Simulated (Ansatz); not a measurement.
# Zn: how the settings move a single-point run

Aim: see which settings change the result for Zn, by how much, and at what cost.

Method: reference: DFT, PBE, PAW with Ansatz's default frozen-core files, scalar-relativistic, in Ansatz 0.2.0.

**1. The structure to begin with**

It takes space group P2_1/m (No. 11, monoclinic). Conventional cell: a = 2.619 Å, b = 4.947 Å, c = 2.665 Å, α = 90.00°, β = 118.27°, γ = 90.00°. Zn (site symmetry m) is surrounded by 12 Zn at 2.62 to 2.93 Å.

Cell or atoms stand a little off a more symmetric structure (P6_3/mmc at a tolerance of 0.3 Å), so results at this geometry aren't those of that ideal crystal.

Coordinates:

```xyz
2
Lattice="2.6648 0.0533 0.0000 -1.2862 2.2811 0.0000 0.0000 0.0000 4.9467" Properties=species:S:1:pos:R:3 pbc="T T T"
Zn    0.0308    1.5385    1.2367
Zn    1.3478    0.7959    3.7100
```

**2. The reference run**

File input.yaml:

```yaml
crystal:
  lattice:
    - [2.6647980532, 0.0532959611, 0.0]
    - [-1.2862433704, 2.2811348295, 0.0]
    - [0.0, 0.0, 4.9467]
  atoms:
    - { symbol: Zn, position: [0.3333333333, 0.6666666667, 0.25] }
    - { symbol: Zn, position: [0.6666666667, 0.3333333333, 0.75] }
kpoints:
  mp_grid: { grid: [16, 16, 8] }
scf:
  occupations: { method: fermi_dirac, width: 0.03 }
hamiltonian:
  xc: pbe
  pseudopotentials: { kind: paw }
output:
  forces: true
  stress: true
  eigenvalues: true
  efg: { contact_densities: true }
```

Launch:

```console
> ansatz run input.yaml --threads 1 --pin off --max-ram 2048MiB --backend cpu --events-out ev --progress --plain --runs-dir out
```

From the output:

```text
[...]
Basis set: ecut = 420 eV, 611 PW (Γ), exchange–correlation on 36×36×72 points (8 copies of the dense FFT grid, shifted against one another)
[...]
k-points: 650 of 2048
[...]
SCF iter   1: F=—  HF=-6638.058953 eV  |F-HF|=—  |Δ(HF+E_count)|=         —  Δρ=1.15e-3  dr2=2.49e-4  ethr=1.77e-3  ⟨swp⟩=5.2  Hψ=51583  notcnv=0
preconditioner: auto → none  [metal: Δε(μ)=0.043 eV  Ē_g=13.074 eV  σ=0.030 eV  W_gap=0.34  n_scr=4 (ndim 8)  ℏωp=33.0 eV  f_vac=0.000  D(μ)=0.28/eV (n_scr^D=2)  sad-step TF]
SCF iter   2: F=—  HF=-6638.059138 eV  |F-HF|=—  |Δ(HF+E_count)|=   1.85e-4  Δρ=7.28e-4  dr2=1.13e-4  ethr=1.04e-6  ⟨swp⟩=2.2  Hψ=23993  notcnv=0
[...]
SCF iter   5: F=-6638.059145 eV  HF=-6638.059145 eV  |F-HF|=8.06e-8  |Δ(HF+E_count)|=   3.89e-7  Δρ=2.14e-5  dr2=8.50e-8  ethr=1.58e-8  ⟨swp⟩=2.0  Hψ=17075  notcnv=0
SCF iter   6: F=-6638.059145 eV  HF=-6638.059145 eV  |F-HF|=1.80e-9  |Δ(HF+E_count)|=   1.45e-8  Δρ=3.70e-6  dr2=2.11e-9  ethr=3.54e-10  ⟨swp⟩=3.1  Hψ=45300  notcnv=0
[...]
SCF converged after 6 iterations
Free energy (F): -6638.059145 eV
[...]
E sigma→0 (E₀):  -6638.058712 eV
[...]
Fermi energy:    11.057630 eV
[...]
  P = ⅓ Tr σ = -0.1855 GPa (-1.855 kbar)
[...]
```

Run time: 20 s. Hardware: 1 thread of Arm Neoverse V1, shared host; peak memory 0.54 GiB.

**3. Variant: n_extra_bands 2, scf.algorithm density_mixing**

Changes to input.yaml since step 2:

```diff
@@ -12,2 +12,4 @@
   occupations: { method: fermi_dirac, width: 0.03 }
+  n_extra_bands: 2
+  algorithm: density_mixing
 hamiltonian:
@@ -20 +22,5 @@
   efg: { contact_densities: true }
+  write_density: true
+  write_potential: true
+  elf: true
+  volumetric_format: npy
```

Launch:

```console
> ansatz run input.yaml --threads 1 --pin off --max-ram 2048MiB --backend cpu --events-out ev --progress --plain --runs-dir out
```

Output, cut to the lines that bear on the results:

```text
scf.n_extra_bands = 2 over 12 filled bands (N_el = 24.0): the run solves 14 bands
[...]
Pseudopotentials: kind: paw
Pseudopotential: Zn, paw, valence charge 12, recommended cutoff 420 eV (normal)
Functional definition: PBE
[...]
Crystal: 2 atoms, lattice volume = 30.409 Å³
Basis set: ecut = 420 eV, 611 PW (Γ), exchange–correlation on 36×36×72 points (8 copies of the dense FFT grid, shifted against one another)
Bands: 14, of which v1, the nominal top of the filled ones, is band 12 counted from 1 (11 counted from 0)
Symmetry: 4 space group operations
Space group: P21/m (ITA 11), of the structure as read, at distance tolerance 3.1e-5 Å
k-points: 650 of 2048
[...]
SCF iter   1: F=—  HF=-6638.058954 eV  |F-HF|=—  |Δ(HF+E_count)|=         —  Δρ=1.10e-3  dr2=2.33e-4  ethr=1.77e-3  ⟨swp⟩=5.2  Hψ=46310  notcnv=0
[...]
SCF iter   6: F=-6638.059145 eV  HF=-6638.059145 eV  |F-HF|=6.09e-8  |Δ(HF+E_count)|=   6.22e-9  Δρ=1.79e-5  dr2=5.13e-8  ethr=4.17e-10  ⟨swp⟩=7.4  Hψ=60500  notcnv=0
[...]
SCF converged after 6 iterations
Free energy (F): -6638.059145 eV
[...]
E sigma→0 (E₀):  -6638.058712 eV
Entropy (-TS):   -0.000866 eV (-0.433 meV/atom)
Fermi energy:    11.057668 eV
[...]
--- Forces (eV/Å), atoms counted from 1 ---
  atom   1  Zn     0.01510792     0.00606826     0.00000000
  atom   2  Zn    -0.01510792    -0.00606826     0.00000000
[...]
--- Stress (GPa, compression-positive) ---
        0.114023      -2.974272       0.000000
       -2.974272      -0.089507       0.000000
        0.000000       0.000000      -0.582300
  P = ⅓ Tr σ = -0.1859 GPa (-1.859 kbar)
--- PAW observables at the nuclei: V_zz in 10²¹ V/m², potentials from the cell's mean, atoms counted from 1 ---
  atom   1  Zn V_zz =    +3.809787   η = 0.5215   by run symmetry: allowed
            electrostatic potential = -3946.332064 V   contact ρ = 166617.695988 e/Å³
  atom   2  Zn V_zz =    +3.809787   η = 0.5215   by run symmetry: allowed
            electrostatic potential = -3946.332064 V   contact ρ = 166617.695988 e/Å³
--- Band table (eV; the first three rows and the last of 650) ---
  k-point 0: bands = ["0.6458", "2.4604", "3.1617", "3.3109", "3.3664", "3.4808", "3.5264", "3.7571", "3.7916", "3.9680", "3.9976", "7.4130", "8.0190", "24.5811"]
[...]
```

Wall time 23 s (1 thread of Arm Neoverse V1, shared host); peak memory 0.5 GiB.

Energy and cycle count are those of the reference, so the change (band count and solver) left the result and the number of cycles as they were.

**4. Comparison**

| run | ending | energy change | pressure (GPa) | gap (eV) | force (eV/Å) | cycles | time |
| --- | --- | --- | --- | --- | --- | --- | --- |
| reference | converged | 0 | -0.2 | 0.00 | 0.02 | 6 | 20 s |
| 1: n_extra_bands 2, scf.algorithm density_mixing | converged | 0.0 meV/atom | -0.2 | 0.00 | 0.02 | 6 | 23 s |

Times don't compare one to one where runs were asked for different outputs or read a saved state (see the inputs); cycles may leave out searches for a lower state.

Residual by cycle in the longest SCF loop of each run; runs are numbered as in the table. The quantity is the density residual dr2, in eV.

```csv
cycle,reference,run 1
1,2.5e-4,2.3e-4
2,1.1e-4,1.0e-4
3,2.2e-5,2.6e-5
4,3.8e-6,2.4e-6
5,8.5e-8,1.1e-7
6,2.1e-9,5.1e-8
```

**Reading.** Energy and cycle count are those of the reference, so the change (band count and solver) left the result and the number of cycles as they were.
